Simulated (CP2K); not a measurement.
# Sb (P-1) in CP2K: convergence with ngrids

Aim: find how far ngrids must go before the results for Sb settle, at PBE. This setting moves, with any that are tied to it; all else stays.

Everything below comes from runs of CP2K 2026.2. Logs are shortened: lines on timing, memory, paths and dates and some standing lists are left out, and cuts for length are marked.

**1. The cell of the first run**

The typed cell holds 1 atom: a = 3.348 Å, b = 3.341 Å, c = 3.362 Å, α = 60.30°, β = 59.14°, γ = 60.98°.

This isn't the form of Sb at room conditions, which is rhombohedral.

The cell isn't the ideal one: cell strained at random at fixed volume.

**2. With ngrids 1**

Contents of sb_converge.inp:

```
&GLOBAL
  PROJECT sb_converge
  RUN_TYPE ENERGY_FORCE
  PRINT_LEVEL LOW
&END GLOBAL
&FORCE_EVAL
  METHOD QS
  STRESS_TENSOR ANALYTICAL
  &DFT
    BASIS_SET_FILE_NAME BASIS_MOLOPT_UZH
    POTENTIAL_FILE_NAME POTENTIAL_UZH
    &MGRID
      CUTOFF 450
      REL_CUTOFF 60
      NGRIDS 1
    &END MGRID
    &QS
      METHOD GPW
      EPS_DEFAULT 1.0E-9
    &END QS
    &KPOINTS
      SCHEME MONKHORST-PACK 7 7 7
      GAMMA_CENTERED T
      SYMMETRY T
      SYMMETRY_BACKEND SPGLIB
    &END KPOINTS
    &SCF
      SCF_GUESS ATOMIC
      EPS_SCF 1.0E-6
      MAX_SCF 100
      ADDED_MOS 8
      CHOLESKY OFF
      EPS_EIGVAL 1.0E-7
      &DIAGONALIZATION ON
        ALGORITHM STANDARD
      &END DIAGONALIZATION
      &MIXING ON
        METHOD BROYDEN_MIXING
        ALPHA 0.4
        BETA 1.5
        NBUFFER 8
      &END MIXING
      &SMEAR ON
        METHOD FERMI_DIRAC
        ELECTRONIC_TEMPERATURE 1160.45
      &END SMEAR
    &END SCF
    &XC
      &XC_FUNCTIONAL
        &GGA_X_PBE
        &END GGA_X_PBE
        &GGA_C_PBE
        &END GGA_C_PBE
      &END XC_FUNCTIONAL
    &END XC
    &PRINT
      &KPOINTS ON
      &END KPOINTS
      &MULLIKEN ON
      &END MULLIKEN
      &MO ON
        ENERGIES T
        OCCUPATION_NUMBERS T
        &EACH
          QS_SCF 0
        &END EACH
        ADD_LAST NUMERIC
      &END MO
    &END PRINT
  &END DFT
  &SUBSYS
    &CELL
      ABC 3.3482396881 3.3411341927 3.3624450474
      ALPHA_BETA_GAMMA 60.2967298975 59.1354779277 60.9753428377
      PERIODIC XYZ
    &END CELL
    &COORD
      SCALED
      Sb  0.0037360000 -0.0117240000 -0.0150090000
    &END COORD
    &KIND Sb
      BASIS_SET TZVP-MOLOPT-PBE-GTH-q5
      POTENTIAL GTH-PBE-q5
    &END KIND
    &PRINT
      &ATOMIC_COORDINATES ON
      &END ATOMIC_COORDINATES
      &CELL ON
      &END CELL
    &END PRINT
  &END SUBSYS
  &PRINT
    &FORCES ON
    &END FORCES
    &STRESS_TENSOR ON
    &END STRESS_TENSOR
  &END PRINT
&END FORCE_EVAL
```

Potentials or basis: POTENTIAL_UZH Sb GTH-PBE-q5; TZVP-MOLOPT-PBE-GTH basis.

Started as:

```sh
$ OMP_NUM_THREADS=1 cp2k.psmp -i sb_converge.inp -o sb_converge.out
```

Run time: 2.5 min. Hardware: 1 thread of Arm Neoverse V1, shared host; peak memory 0.21 GiB.

What came out:

```yaml
Free_energy: -150.1741 eV
Pressure: 3.1 GPa
Band_gap_on_the_k_mesh: none (metal or under the smearing width)
```

**3. With ngrids 2**

sb_converge.inp, as its differences from that of step 2:

```diff
@@ -14,3 +14,3 @@
       REL_CUTOFF 60
-      NGRIDS 1
+      NGRIDS 2
     &END MGRID
```

Potentials or basis: POTENTIAL_UZH Sb GTH-PBE-q5; TZVP-MOLOPT-PBE-GTH basis.

Started as:

```sh
$ OMP_NUM_THREADS=1 cp2k.psmp -i sb_converge.inp -o sb_converge.out
```

Wall time 34 s (1 thread of Arm Neoverse V1, shared host); peak memory 0.21 GiB.

What came out:

* Free energy: -150.1741 eV
* Pressure: 3.1 GPa
* Band gap on the k mesh: none (metal or under the smearing width)

**4. With ngrids 3**

sb_converge.inp, as its differences from that of step 3:

```diff
@@ -14,3 +14,3 @@
       REL_CUTOFF 60
-      NGRIDS 2
+      NGRIDS 3
     &END MGRID
```

Started as:

```sh
$ OMP_NUM_THREADS=1 cp2k.psmp -i sb_converge.inp -o sb_converge.out
```

Wall time 14 s (1 thread of Arm Neoverse V1, shared host); peak memory 0.21 GiB.

Results:

* Free energy: -150.1741 eV
* Pressure: 3.1 GPa
* Band gap on the k mesh: none (metal or under the smearing width)

**5. With ngrids 4**

sb_converge.inp, as its differences from that of step 4:

```diff
@@ -14,3 +14,3 @@
       REL_CUTOFF 60
-      NGRIDS 3
+      NGRIDS 4
     &END MGRID
```

Started as:

```sh
$ OMP_NUM_THREADS=1 cp2k.psmp -i sb_converge.inp -o sb_converge.out
```

It took 9.4 s on 1 thread of Arm Neoverse V1, shared host; peak memory 0.21 GiB.

Results (log left out):

- Free energy: -150.1741 eV
- Pressure: 3.1 GPa
- Band gap on the k mesh: none (metal or under the smearing width)

**6. With ngrids 5**

sb_converge.inp, as its differences from that of step 5:

```diff
@@ -14,3 +14,3 @@
       REL_CUTOFF 60
-      NGRIDS 4
+      NGRIDS 5
     &END MGRID
```

Potentials or basis: POTENTIAL_UZH Sb GTH-PBE-q5; TZVP-MOLOPT-PBE-GTH basis.

Started as:

```sh
$ OMP_NUM_THREADS=1 cp2k.psmp -i sb_converge.inp -o sb_converge.out
```

Run time: 9.5 s. Hardware: 1 thread of Arm Neoverse V1, shared host; peak memory 0.21 GiB.

Results (log left out):

```yaml
Free_energy: -150.1741 eV
Pressure: 3.1 GPa
Band_gap_on_the_k_mesh: none (metal or under the smearing width)
```

**7. With ngrids 6**

sb_converge.inp, as its differences from that of step 6:

```diff
@@ -14,3 +14,3 @@
       REL_CUTOFF 60
-      NGRIDS 5
+      NGRIDS 6
     &END MGRID
```

Potentials or basis: POTENTIAL_UZH Sb GTH-PBE-q5; TZVP-MOLOPT-PBE-GTH basis.

Started as:

```sh
$ OMP_NUM_THREADS=1 cp2k.psmp -i sb_converge.inp -o sb_converge.out
```

sb_converge.out:

```text

 CP2K| version string:                                       CP2K version 2026.2
 CP2K| Input file name                                           sb_converge.inp

 GLOBAL| Force Environment number                                              1
 GLOBAL| Basis set file name                                    BASIS_MOLOPT_UZH
 GLOBAL| Potential file name                                       POTENTIAL_UZH
 GLOBAL| MM Potential file name                                     MM_POTENTIAL
 GLOBAL| Coordinate file name                                      __STD_INPUT__
 GLOBAL| Method name                                                        CP2K
 GLOBAL| Project name                                                sb_converge
 GLOBAL| Run type                                                   ENERGY_FORCE
 GLOBAL| FFT library                                                       FFTW3
 GLOBAL| Diagonalization library                                       ScaLAPACK
 GLOBAL| Cholesky decomposition library                                ScaLAPACK
 GLOBAL| DGEMM library                                                      BLAS
 GLOBAL| Direct generalized diagonalization requested                          F
 GLOBAL| Matrix multiplication library                                 ScaLAPACK
 GLOBAL| Global print level                                                  LOW
 GLOBAL| Total number of message passing processes                             1
 GLOBAL| Number of threads for this process                                    1
 GLOBAL| CPU model name                                                  UNKNOWN

 CELL| Volume [angstrom^3]:                                            26.666006
 CELL| Vector a [angstrom]:       3.348     0.000     0.000   |a| =     3.348240
 CELL| Vector b [angstrom]:       1.621     2.922     0.000   |b| =     3.341134
 CELL| Vector c [angstrom]:       1.725     0.948     2.726   |c| =     3.362445
 CELL| Angle (b,c), alpha [degree]:                                    60.296730
 CELL| Angle (a,c), beta  [degree]:                                    59.135478
 CELL| Angle (a,b), gamma [degree]:                                    60.975343
 CELL| Numerically orthorhombic:                                              NO
 CELL| Periodicity                                                           XYZ

 CELL_REF| Volume [angstrom^3]:                                        26.666006
 CELL_REF| Vector a [angstrom     3.348     0.000     0.000   |a| =     3.348240
 CELL_REF| Vector b [angstrom     1.621     2.922     0.000   |b| =     3.341134
 CELL_REF| Vector c [angstrom     1.725     0.948     2.726   |c| =     3.362445
 CELL_REF| Angle (b,c), alpha [degree]:                                60.296730
 CELL_REF| Angle (a,c), beta  [degree]:                                59.135478
 CELL_REF| Angle (a,b), gamma [degree]:                                60.975343
 CELL_REF| Numerically orthorhombic:                                          NO
 CELL_REF| Periodicity                                                       XYZ

[... 8 lines left out ...]
 TOTAL NUMBERS AND MAXIMUM NUMBERS

  Total number of            - Atomic kinds:                                   1
                             - Atoms:                                          1
                             - Shell sets:                                     1
                             - Shells:                                         7
                             - Primitive Cartesian functions:                  4
[... 116 lines left out ...]

  *** SCF run converged in    11 steps ***

  Electronic density on regular grids:         -4.9999999999        0.0000000001
  Core density on regular grids:                4.9999999840       -0.0000000160
  Total charge density on r-space grids:       -0.0000000159
  Total charge density g-space grids:          -0.0000000159

  Overlap energy of the core charge distribution:               0.00000000000080
  Self energy of the core charge distribution:                -11.95317330209555
  Core Hamiltonian energy:                                      2.44209673312090
  Hartree energy:                                               5.39384569708117
  Exchange-correlation energy:                                 -1.40024176558852
  Electronic entropic energy:                                  -0.00132305908469
  Fermi energy:                                                 0.23524039886368

  Total energy:                                                -5.51879569665644
  Total energy (extrapolated to T->0):                         -5.51813416711409

 MO| EIGENVALUES AND OCCUPATION NUMBERS FOR K POINT 1
 MO|
 MO|  Index      Eigenvalue [a.u.]        Eigenvalue [eV]             Occupation
 MO|      1              -0.113175              -3.079661               2.000000
 MO|      2               0.050492               1.373944               2.000000
 MO|      3               0.374106              10.179943               0.000000
 MO|      4               0.393064              10.695822               0.000000
 MO|      5               0.562504              15.306518               0.000000
 MO|      6               0.618814              16.838793               0.000000
 MO|      7               0.645567              17.566773               0.000000
 MO|      8               0.895054              24.355663               0.000000
 MO|      9               1.025034              27.892585               0.000000
 MO|     10               1.029023              28.001140               0.000000
 MO|     11               1.324579              36.043638               0.000000
 MO| Sum:                                                               4.000000
 MO| E(Fermi):            0.235240 a.u.          6.401217 eV
[... 207 lines left out ...]
 MO|  Index      Eigenvalue [a.u.]        Eigenvalue [eV]             Occupation
 MO|      1              -0.079492              -2.163100               2.000000
 MO|      2               0.089340               2.431058               2.000000
 MO|      3               0.210644               5.731913               1.997524
 MO|      4               0.281329               7.655356               0.000007
 MO|      5               0.577326              15.709829               0.000000
 MO|      6               0.650226              17.693553               0.000000
 MO|      7               0.753525              20.504469               0.000000
 MO|      8               0.837193              22.781185               0.000000
 MO|      9               0.990307              26.947619               0.000000
 MO|     10               1.209593              32.914702               0.000000
 MO|     11               1.279969              34.829724               0.000000
 MO| Sum:                                                               5.997531
 MO| E(Fermi):            0.235240 a.u.          6.401217 eV

 [... the levels of further k-points ...]

 !-----------------------------------------------------------------------------!
                     Mulliken Population Analysis

 #  Atom  Element  Kind  Atomic population                           Net charge
       1     Sb       1          5.000000                             -0.000000
 # Total charge                              5.000000                 -0.000000

 !-----------------------------------------------------------------------------!

 ENERGY| Total FORCE_EVAL ( QS ) energy [hartree]             -5.518795945394884

 FORCES| Atomic forces [hartree/bohr]
 FORCES|   Atom     x               y               z               |f|
 FORCES|      1  1.79536583E-07  5.89359277E-07 -3.03674159E-07   6.86873887E-07
 FORCES| Sum     1.79536583E-07  5.89359277E-07 -3.03674159E-07
 FORCES| Total atomic force                                       6.86873887E-07

 STRESS| Analytical stress tensor [bar]
 STRESS|                        x                   y                   z
 STRESS|      x        3.09390655353E+04  -1.90004895979E+02   4.82794630544E+03
 STRESS|      y       -1.90004895979E+02   3.03225194619E+04   1.75624321453E+03
 STRESS|      z        4.82794630544E+03   1.75624321453E+03   3.04697679405E+04
 STRESS| 1/3 Trace                                             3.05771176459E+04
 STRESS| Determinant                                           2.77786856128E+13

 STRESS| Eigenvectors and eigenvalues of the analytical stress tensor [bar]
 STRESS|                        1                   2                   3
 STRESS| Eigenvalues   2.54566816953E+04   3.05164417642E+04   3.57582294781E+04
 STRESS|      x          -0.639381363889     -0.340519377756      0.689375097378
 STRESS|      y          -0.283003040536      0.937867400100      0.200783512464
 STRESS|      z           0.714913106999      0.066718012582      0.696022956689
```

It took 9.5 s on 1 thread of Arm Neoverse V1, shared host; peak memory 0.21 GiB.

Results:

```
Free energy            : -150.1741 eV
Pressure               : 3.1 GPa
Band gap on the k mesh : none (metal or under the smearing width)
```

**8. The series at a glance**

| ngrids | energy less the tightest run, at zero smearing (meV/atom) | SCF cycles | CPU time (s) | peak memory (GiB) |
| --- | --- | --- | --- | --- |
| 1 | 0.00 | 11 | 150 | 0.21 |
| 2 | 0.00 | 11 | 34 | 0.21 |
| 3 | 0.00 | 11 | 14 | 0.21 |
| 4 | 0.00 | 11 | 9.4 | 0.21 |
| 5 | 0.00 | 11 | 9.5 | 0.21 |
| 6 | 0.00 | 11 | 9.5 | 0.21 |

Against the tightest run, the energy stays within 1 meV/atom from 1 on. The tightest run that finished is the yardstick and may itself not be fully converged.

Caveats: the basis of atomic orbitals isn't converged, which shifts pressures, moduli and gaps.
